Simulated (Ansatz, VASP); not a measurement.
Pt in VASP and in Ansatz

```
Pt
1.0
     2.75854    0.00000    0.00000
    -1.37927    2.38897    0.00000
     0.00000    0.00000    4.78138
Pt
2
Cartesian
  1.3793 0.7963 3.5860
  0.0000 1.5926 1.1953
```

Alike in both runs: functional PBE; k mesh 18 × 18 × 10; occupations gaussian, width 0.1 eV; no spin polarisation.

Ansatz relaxed the structure, and its values are those at the end. VASP's run is a single point on that final structure, the one shown.

```csv
,VASP,Ansatz
version,VASP 6.6.1,Ansatz 0.2.0
potentials or method,"VASP PAW PBE potentials, release 64 (Pt)","scalar-relativistic, plane waves, PAW"
plane-wave cutoff (eV),520,420
valence electrons in the cell,20,36
```

Ansatz gave:

```
gap on the k mesh at the Fermi level (eV) : none
pressure (GPa)                            : 0.0
```

Q: Estimate VASP's values.

A: gap on the k mesh at the Fermi level (eV): none; pressure (GPa): -0.5.

A gap of «none» marks a metal or a gap that the smearing closes. With one functional, cell and mesh, what is left measures potentials, basis and numerics. The two sets of potentials don't hold the same shells in valence.

Spin-orbit coupling is left out, which matters for the levels of Pt.
